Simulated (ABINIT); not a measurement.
# SiC (Moissanite): G0W0 with ABINIT, start to end, part 3 of 3

Aim: the G0W0 gap of SiC (Moissanite) on PBE, step by step.

ABINIT 10.8.3; PBE and many-body steps on it, plane waves. Known limits of the many-body steps: not at the basis limit; coarse k mesh.

So far. Step 3 (Bands along the symmetry lines): The gap is 2.012 eV, −0.005 eV from the run before at this level. Step 4 (Empty states on the mesh, 3×3×1 mesh, 697 bands): On this mesh the gap is 2.813 eV. The earlier step found 2.017 eV, so this mesh misses an edge.

## Step 5: Screening, 3×3×1 mesh, 635 bands, screening to 375.5 eV

The RPA dielectric matrix is built and inverted for each q.

This step: RPA screening on PBE, plane waves, norm-conserving pseudopotentials.

File run.abi:

```
acell 3*1.0 Angstrom
rprim 
  3.081000000023 -0.000000000005 0.000000000000
  -1.540500000007 2.668224269083 0.000000000000
  0.000000000000 0.000000000000 15.124800000000
ntypat 2
znucl 14 6
natom 12
typat 1 1 1 1 1 1 2 2 2 2 2 2
xred 
  0.000000000000 0.000000000000 0.000000000000
  0.000000000000 0.000000000000 0.500000000000
  0.333333333333 0.666666666667 0.166400000000
  0.666666666667 0.333333333333 0.666400000000
  0.666666666667 0.333333333333 0.332900000000
  0.333333333333 0.666666666667 0.832900000000
  0.333333333333 0.666666666667 0.041200000000
  0.666666666667 0.333333333333 0.541200000000
  0.666666666667 0.333333333333 0.208000000000
  0.333333333333 0.666666666667 0.708000000000
  0.000000000000 0.000000000000 0.374600000000
  0.000000000000 0.000000000000 0.874600000000
pp_dirpath "pseudos"
pseudos "Si.upf, C.upf"
ecut 37
ngkpt 3 3 1
nshiftk 1
shiftk 0 0 0
kptopt 1
chksymbreak 0
istwfk *1
occopt 1
irdwfk 1
optdriver 3
nband 635
ecuteps 13.8
inclvkb 2
awtr 1
symchi 1
indata_prefix "in"
outdata_prefix "out"
tmpdata_prefix "tmp"
```

Launch:

```
$ OMP_NUM_THREADS=1 mpirun -n 4 abinit run.abi > log
```

Numbers of over 12 decimals in the logs are rounded to 6 here.

What it wrote:

```text
.Version 10.8.3 of ABINIT. v10.8.2 released Aug 2026.

 Symmetries : space group P6_3 m c (#186); Bravais hP (primitive hexag.)
[... echo of the input left out ...]
== DATASET  1 ==================================================================
-   mpi_nproc: 4, omp_nthreads: 1 (-1 if OMP is not activated)

--- !DatasetInfo
iteration_state: {dtset: 1, }
dimensions: {natom: 12, nkpt: 3, mband: 635, nsppol: 1, nspinor: 1, nspden: 1, mpw: 9084, }
cutoff_energies: {ecut:  37.0, pawecutdg:  -1.0, }
electrons: {nelect:   4.80000000E+01, charge:   0.00000000E+00, occopt:   1.00000000E+00, tsmear:   1.00000000E-02, }

 SCREENING: Calculation of the susceptibility and dielectric matrices

 Based on a program developped by R.W. Godby, V. Olevano, G. Onida, and L. Reining.
 Incorporated in ABINIT by V. Olevano, G.-M. Rignanese, and M. Torrent.
.Using double precision arithmetic ; gwpc =  8

[... cell and pseudopotentials left out ...]
--------------------------------------------------------------------------------

 ==== K-mesh for the wavefunctions ====
 Number of points in the irreducible wedge :     3
[... list of points left out ...]
 Together with 12 symmetry operations and time-reversal symmetry
 yields     9 points in the full Brillouin Zone.

 ==== Q-mesh for the screening function ====
 Number of points in the irreducible wedge :     3
[... list of points left out ...]
 Together with 12 symmetry operations and time-reversal symmetry
 yields     9 points in the full Brillouin Zone.

 setmesh: FFT mesh size selected  =    25x   25x  128
          total number of points  =        80000

 vcoul_init : cutoff-mode = AUXILIARY_FUNCTION
 q-points for optical limit:   1
     1)      0.000010    0.000020    0.000030

- screening: taking advantage of time-reversal symmetry
- Maximum band index for partially occupied states nbvw = 24
- Remaining bands to be divided among processors   nbcw = 611
- Number of bands treated by each node ~152

 Number of electrons calculated from density =   48.0000; Expected =   48.0000
 average of density, n =  0.057206
 r_s =    1.6100
 omega_plasma =   23.0715 [eV]

 calculating chi0 at frequencies [eV] :
  1    0.000000E+00    0.000000E+00
  2    0.000000E+00    2.307151E+01

--------------------------------------------------------------------------------
  q-point number  1        q = ( 0.000000, 0.000000, 0.000000) [r.l.u.]
--------------------------------------------------------------------------------
[... chi0 elements left out ...]
 For q-point:  0.000010 0.000020 0.000030
  dielectric constant =   9.7913
  dielectric constant without local fields =  10.7112

  Average fulfillment of the sum rule on Im[epsilon] for q-point    1 :     95.43  [%]
[... wings left out ...]
  q-point number  2        q = ( 0.333333, 0.000000, 0.000000) [r.l.u.]
--------------------------------------------------------------------------------
[... chi0 elements left out ...]
  Average fulfillment of the sum rule on Im[epsilon] for q-point    2 :     94.33  [%]

 [... 1 further q-points ...]
```

Wall time 12 min (4 MPI ranks of Arm Neoverse V1, shared host); peak memory 4.2 GiB; 47 min of CPU time.

Numbers from this step:

```
ε∞ with local fields, on this mesh, along the program's q direction : 9.791
the same without local fields                                       : 10.71
plasma frequency                                                    : 23.07 eV
plane waves in the screening matrix                                 : 2039
```

Local fields lower ε∞ by 9 %. On a Γ-centred mesh this coarse the value itself is usually too large, while a short band sum pulls it down.

## Step 6: Self-energy, 3×3×1 mesh, 635 bands, screening to 375.5 eV

The self-energy is evaluated for the states that the input lists, and the levels follow from it, in one-shot runs by the linearised quasiparticle equation.

This step: G0W0 on PBE, plane waves, norm-conserving pseudopotentials.

run.abi: that of step 5 with these lines changed.

```diff
@@ -33,8 +33,17 @@
 irdwfk 1
-optdriver 3
+optdriver 4
 nband 635
+gwcalctyp 0
+ecutsigx 37
+symsigma 1
+nkptgw 2
+kptgw 
+  0.0000000000 0.0000000000 0.0000000000
+  0.3333333333 0.0000000000 0.0000000000
+bdgw 
+  23 26
+  23 26
 ecuteps 13.8
-inclvkb 2
-awtr 1
-symchi 1
+irdscr 1
+ppmodel 1
 indata_prefix "in"
```

What it wrote:

```text
.Version 10.8.3 of ABINIT. v10.8.2 released Aug 2026.

 Symmetries : space group P6_3 m c (#186); Bravais hP (primitive hexag.)
[... echo of the input left out ...]
== DATASET  1 ==================================================================
-   mpi_nproc: 4, omp_nthreads: 1 (-1 if OMP is not activated)

--- !DatasetInfo
iteration_state: {dtset: 1, }
dimensions: {natom: 12, nkpt: 3, mband: 635, nsppol: 1, nspinor: 1, nspden: 1, mpw: 9084, }
cutoff_energies: {ecut:  37.0, pawecutdg:  -1.0, }
electrons: {nelect:   4.80000000E+01, charge:   0.00000000E+00, occopt:   1.00000000E+00, tsmear:   1.00000000E-02, }

 SIGMA: Calculation of the GW corrections

 Based on a program developped by R.W. Godby, V. Olevano, G. Onida, and L. Reining.
 Incorporated in ABINIT by V. Olevano, G.-M. Rignanese, and M. Torrent.
.Using double precision arithmetic ; gwpc =  8

[... cell and pseudopotentials left out ...]
--------------------------------------------------------------------------------

 ==== K-mesh for the wavefunctions ====
 Number of points in the irreducible wedge :     3
[... list of points left out ...]
 Together with 12 symmetry operations and time-reversal symmetry
 yields     9 points in the full Brillouin Zone.

 ==== Q-mesh for screening function ====
 Number of points in the irreducible wedge :     3
[... list of points left out ...]
 Together with 12 symmetry operations and time-reversal symmetry
 yields     9 points in the full Brillouin Zone.

 vcoul_init : cutoff-mode = AUXILIARY_FUNCTION
 q-points for optical limit:   1
     1)      0.000010    0.000020    0.000030
 setmesh: FFT mesh size selected  =    27x   27x  160
          total number of points  =       116640

 Number of electrons calculated from density =   48.0000; Expected =   48.0000
 average of density, n =  0.057206
 r_s =    1.6100
 omega_plasma =   23.0715 [eV]

 === KS Band Gaps ===
  >>>> For spin  1
   Minimum direct gap =   3.6414 [eV], located at k-point      :   0.3333  0.0000  0.0000
   Fundamental gap    =   2.8128 [eV], Top of valence bands at :   0.0000  0.0000  0.0000
                                       Bottom of conduction at :   0.3333  0.0000  0.0000
 SIGMA fundamental parameters:
 PLASMON POLE MODEL  1
 number of plane-waves for SigmaX                 8941
 number of plane-waves for SigmaC and W           2039
 number of plane-waves for wavefunctions          8941
 number of bands                                   635
 number of independent spin polarizations            1
 number of spinorial components                      1
 number of k-points in IBZ                           3
 number of q-points in IBZ                           3
 number of symmetry operations                      12
 number of k-points in BZ                            9
 number of q-points in BZ                            9
 number of frequencies for dSigma/dE                 9
 frequency step for dSigma/dE [eV]                0.25
 number of omega for Sigma on real axis              0
 max omega for Sigma on real axis  [eV]           0.00
 zcut for avoiding poles [eV]                     0.10

 EPSILON^-1 parameters (SCR file):
 dimension of the eps^-1 matrix on file           2039
 dimension of the eps^-1 matrix used              2039
 number of plane-waves for wavefunctions          8941
 number of bands                                   635
 number of q-points in IBZ                           3
 number of frequencies                               2
 number of real frequencies                          1
 number of imag frequencies                          1

 matrix elements of self-energy operator (all in [eV])

 Perturbative Calculation

--- !SelfEnergy_ee
iteration_state: {dtset: 1, }
kpoint     : [   0.000,    0.000,    0.000, ]
spin       : 1
KS_gap     :    5.164
QP_gap     :    6.109
Delta_QP_KS:    0.944
data: !SigmaeeData |
     Band     E0 <VxcDFT>   SigX SigC(E0)      Z dSigC/dE  Sig(E)    E-E0       E
       23   6.871 -15.002 -18.336   2.393   0.787  -0.271 -15.742  -0.740   6.131
       24   6.871 -15.002 -18.336   2.393   0.787  -0.271 -15.742  -0.740   6.131
       25  12.036 -12.095  -6.523  -5.315   0.799  -0.252 -11.890   0.204  12.240
       26  12.207 -12.042  -6.441  -5.353   0.798  -0.252 -11.844   0.198  12.405

--- !SelfEnergy_ee
iteration_state: {dtset: 1, }
kpoint     : [   0.333,    0.000,    0.000, ]
spin       : 1
KS_gap     :    3.641
QP_gap     :    4.525
Delta_QP_KS:    0.884
data: !SigmaeeData |
     Band     E0 <VxcDFT>   SigX SigC(E0)      Z dSigC/dE  Sig(E)    E-E0       E
       23   5.792 -14.370 -17.647   2.273   0.788  -0.269 -15.162  -0.792   5.000
       24   6.043 -14.645 -18.225   2.524   0.786  -0.273 -15.475  -0.830   5.212
       25   9.684 -10.715  -5.988  -4.662   0.812  -0.232 -10.662   0.053   9.737
       26   9.774 -10.667  -5.891  -4.692   0.812  -0.231 -10.599   0.068   9.842

== END DATASET(S) ==============================================================
================================================================================

 -outvars: echo values of variables after computation  --------
           etotal      0.0000000000E+00
            nband         635
             nkpt           3
          spgroup         186
 [... the other variables as echoed above ...]

 Calculation completed.
```

Elapsed: 18 min, on 4 MPI ranks; peak memory 6.4 GiB.

This step gave:

```
G0W0 gap on the points computed              : 3.606 eV
starting gap on the mesh                     : 2.813 eV
k of the valence top                         : 0, 0, 0
k of the conduction bottom                   : 0.3333, 0, 0
Z at the valence top                         : 0.787
Z at the conduction bottom                   : 0.812
least direct G0W0 gap on the computed points : 4.525 eV
```

The gap on the mesh goes from 2.81 eV to 3.61 eV, a correction of +0.79 eV. The start differs from the 2.02 eV found before because the two sample other k points.

Limits: finite bands, cutoff and mesh; coarse k mesh. v1 is the top filled band, c1 the lowest empty one. The levels before and after the correction (eV, zero at the valence-band top of each column):

```csv
,conduction bottom,valence top
Kohn-Sham,2.81,0.00
G0W0,3.61,0.00
```

```
                    level  energy (eV)
Kohn-Sham         Γ v2-v1        0.000
Kohn-Sham            Γ c1        5.164
Kohn-Sham            Γ c2        5.336
Kohn-Sham  (0.333 0 0) v2       -1.079
Kohn-Sham  (0.333 0 0) v1       -0.829
Kohn-Sham  (0.333 0 0) c1        2.813
Kohn-Sham  (0.333 0 0) c2        2.903
     G0W0         Γ v2-v1        0.000
     G0W0            Γ c1        6.109
     G0W0            Γ c2        6.274
     G0W0  (0.333 0 0) v2       -1.131
     G0W0  (0.333 0 0) v1       -0.919
     G0W0  (0.333 0 0) c1        3.606
     G0W0  (0.333 0 0) c2        3.711
```

## Step 7: Where the time went

Times are wall times on the hardware named with each run, good to a factor of about two.

```
                          step    time  share  memory (GiB)
                  ground state    53 s    2 %          0.45
bands along the symmetry lines    66 s    3 %          0.52
      empty states on the mesh  11 min   27 %          0.65
                     screening  12 min   27 %           4.2
                   self-energy  18 min   42 %           6.4
```

## Step 8: Results

```yaml
pbe_gap: 2.01 eV, indirect
g0w0_gap_on_the_mesh: 3.61 eV
g0w0_gap_over_the_zone_rigid_shift: 2.81 eV
gw_settings: 3×3×1 mesh, 635 bands, screening to 375.5 eV, Godby-Needs plasmon pole
known_limits: not at the basis limit; coarse k mesh
```

In words: G0W0 moves the gap on the mesh from 2.81 eV to 3.61 eV (+0.79 eV), with Z of 0.79 and 0.81 at the edges. The mesh misses the band edges by 0.80 eV in all; a rigid shift gives 2.81 eV for the zone. Local fields lower the RPA ε∞ on this mesh from 10.71 to 9.79; a Γ-centred mesh this coarse tends to raise both, most where the direct gap is narrow, while a short band sum lowers them. Only 2 of the mesh's irreducible points were corrected, so a valley elsewhere could overtake. The dearest step here is «self-energy». Against experiment, by G0W0@PBE: the gap of 2.81 eV lies −0.19 eV from the measured 3 eV (optical, 2017); the gap of 2.81 eV lies −0.22 eV from the measured 3.03 eV (indirect, quoted 2018); the gap of 2.81 eV lies −0.21 eV from the measured 3.02 eV (kind not stated, quoted 2020). An exciton line or allowed optical edge lies below the quasiparticle gap by the binding energy; a forbidden edge can push the onset above it. The calculation has static nuclei and no excitons; a measured gap holds zero-point and thermal motion, which mostly lowers it. Bands and cutoff are finite, so the gap is not at the basis limit. The miss can reach some tenths of an eV and take either sign; the mesh is an error of its own. In the G0W0 run levels were corrected at 2 k points alone, so a gap called «on the mesh» is the least over those, and an edge elsewhere would be missed. A denser mesh or path gives a starting gap of 2.01 eV: the GW mesh misses a band edge, so its gaps are not the fundamental one. The 3×3×1 mesh is coarse for this cell, which bears on the long-range parts of exchange and screening.

[Paths, hosts, dates, memory and timing lines, banners, echoed tables and standing remarks are left out of the program output.]

[Logs are printed without paths, hosts, clocks, repeated set-up lines and the standing remarks that a program may print on its own settings, such as how far it seeks lower states.]

[Runs of the session that timed out or met a known fault of the program may be left out.]

[Hosts, paths, dates, database ids (printed as entryN), source tags and the programs' standing remarks are cut or masked in the printed files.]

[G0W0 gaps are taken among the corrected bands and points alone; a level outside them can change the order at an edge.]

[Where Ansatz stands beside ABINIT at settings called matched, ABINIT's density can come from a denser mesh and the files from another edition; pairs whose starting gaps differed by over 0.03 eV were left out, so agreement reads better than it is.]
